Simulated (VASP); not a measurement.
TiCo: equation of state with PBE+D3(BJ)

The system is TiCo.

```
Co Ti
1.0
     2.93069    0.00000    0.00000
     0.00000    2.93069    0.00000
     0.00000    0.00000    2.93069
Co Ti
1 1
Direct
  0.50000 0.50000 0.50000
  0.00000 0.00000 0.00000
```

The cell comes from a database or a generator and needn't be the stable form of this composition.

```json
{"Program": "VASP 6.6.1", "Task": "equation of state", "Functional": "PBE", "Dispersion": "D3(BJ)", "Potentials or basis": "VASP PAW PBE potentials, release 64 (Co, Ti_sv)", "Cutoff": "520 eV", "k mesh": "8 × 8 × 8", "Occupations": "fermi-dirac, width 0.05 eV", "Spin": "collinear spin, ferromagnetic start", "Starting moments": "[2.0, 1.0] μB"}
```

The equilibrium volume is 12.59 Å³/atom (rough: see the caveat) and the bulk modulus is 205 GPa (rough).

Energy against volume, from the lowest point:
```tsv
volume (Å³/atom)	energy (meV/atom)
12.082	13.31
12.334	3.28
12.586	0.00
12.837	2.81
13.089	12.26
```

All runs of the series together: 2.8 min on 1 thread of AMD EPYC 9R45 96-Core Processor (Zen 5), on a shared host.

Caveat: the fit is doubtful: noisy points or a state that changes with volume.
